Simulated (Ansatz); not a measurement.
## Pb: from a trial structure to a relaxed crystal

The calculation used Ansatz 0.2.0, DFT PBE, scalar-relativistic, plane waves, PAW.

Pb was placed on the sites of a reported Bi cell (C2/m, No. 12), at a guessed volume.

The final relaxation ran on this input, with the default PAW datasets:

```yaml
crystal:
  lattice:
    - [3.3342139713, -3.0535079094, 0.0]
    - [3.3342139713, 3.0535079094, 0.0]
    - [-1.1502672428, 0.0, 3.0909946809]
  atoms:
    - { symbol: Pb, position: [0.2518, 0.2518, 0.149] }
    - { symbol: Pb, position: [0.7482, 0.7482, 0.851] }
basis:
  ecutwfc: 420
kpoints:
  mp_grid: { grid: [12, 12, 18] }
hamiltonian:
  xc: pbe
scf:
  occupations: { method: gaussian, width: 0.1 }
output:
  forces: true
  stress: true
  eigenvalues: true
relax:
  adjacent_minimum: "off"
  f_tol: 0.01
  max_steps: 80
  cell: { stress_tol: 0.05 }
```

It can be run as:

```bash
ansatz run input.yaml --threads 1 --pin off --backend cpu --events-out ev --progress --plain --runs-dir out  # memory cap (--max-ram) not shown
```

End of the output:

```
SCF converged after 4 iterations
Free energy (F): -23812.775419 eV
Harris-Foulkes:  -23812.775419 eV  (|F-HF|=1.09e-11)
Internal energy: -23812.768950 eV  (E = F + TS)
E sigma→0 (E₀):  -23812.772184 eV
Entropy (-TS):   -0.006469 eV (-3.234 meV/atom)
Fermi energy:    10.146941 eV
--- Per-component energies (eV) ---
  E_band       = -95.023934
  E_kinetic    = 576.814600
  E_local      = -2108.156171  (includes V_loc(G=0)·N_el)
  E_nonlocal   = 699.081389
  E_hartree    = 835.524250
  E_xc         = -440.996713
  E_vxc        = -264.245295  (∫ρ·V_xc dr)
  E_paw        = -20811.172083  (= ΣΔE_a)
  E_vpaw       = -669.567004  (= ΣTr[D̂ρ^β])
  E_aug_tail   = 0.000091  (compensation charges beyond the density's cutoff)
  E_ewald      = -2563.864312
  E_smearing   = -0.006469  (= −TS)
  E_closure    =  0.000000  (closes the sum)
  Σ components = -23812.775419   (vs F -23812.775419, Δ=0.00e0)
--- Forces (eV/Å), atoms counted from 1 ---
  atom   1  Pb     0.00175822     0.00000000     0.00013505
  atom   2  Pb    -0.00175822     0.00000000    -0.00013505
  max |Σ_I F_I| component: 2.17e-19 eV/Å
--- Stress (GPa, compression-positive) ---
       -0.007475       0.000000       0.003360
        0.000000      -0.006612       0.000000
        0.003360       0.000000      -0.011467
  P = ⅓ Tr σ = -0.0085 GPa (-0.085 kbar)
--- Relaxed structure (15 steps of the walk, 15 accepted, 2 SCFs on fresh bases) ---
  F+E_penalty+E_count = -23812.77541865 eV   max|allowed force component| = 1.758e-3 eV/Å   (the final SCF, on the basis selected at the relaxed cell)
  cell:  # Å, volume = 64.0819 Å³
    - [2.956478, -2.995274, 0.480506]
    - [2.956478, 2.995274, 0.480506]
    - [-0.574498, 0.000000, 3.524844]
  atoms:
    - { symbol: Pb, position: [0.249914, 0.249914, 0.250040] }
    - { symbol: Pb, position: [0.750086, 0.750086, 0.749960] }
```

Total energies depend on the potentials used, so only differences within one code and one set of settings carry meaning.

The result has space group I4/mmm (No. 139). Pb is coordinated by 10 Pb at 3.49–3.57 Å and 4 Pb at 4.24 Å.

It lies 0.03 eV/atom above the element's standard state at the same level.

For metals, differences of a few meV/atom aren't resolved. Spin–orbit coupling is left out.

A structure relaxed within its symmetry needn't be a true minimum.